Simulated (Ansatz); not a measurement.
CsCl:
```
CELL_PARAMETERS angstrom
      4.14041     0.00000     0.00000
      0.00000     4.14041     0.00000
      0.00000     0.00000     4.14041
ATOMIC_POSITIONS crystal
  Cs 0.00000 0.00000 0.00000
  Cl 0.50000 0.50000 0.50000
```

Relaxed with r²SCAN. Special points in fractions of this cell's reciprocal vectors: Γ (0.000, 0.000, 0.000); X (0.000, 0.500, 0.000); M (0.500, 0.500, 0.000); R (0.500, 0.500, 0.500).

Question: List the band energies nearest the valence-band maximum at these points for r²SCAN in the plane-wave PAW code Ansatz.

Answer: In eV from the valence-band maximum; about four levels below and three above (degenerate sets whole), none deeper than 8.9 eV; points with the same levels are listed once.

```
k                                below                above
-  -----------------------------------  -------------------
Γ     -6.01 -6.01 -6.01 0.00 0.00 0.00       5.91 5.91 6.01
X        -5.88 -5.88 -1.12 -0.22 -0.22       6.95 8.26 9.57
M              -5.79 -0.43 -0.43 -0.06  6.56 6.64 8.62 8.62
R  -6.54 -6.54 -6.54 -1.06 -1.06 -1.06       9.14 9.14 9.14
```

Space group Pm-3m (CsCl type). Symmetry was held in the r²SCAN relaxation. Spin–orbit coupling is left out wherever it is not named.

Potentials: the later of the program's two PAW sets.
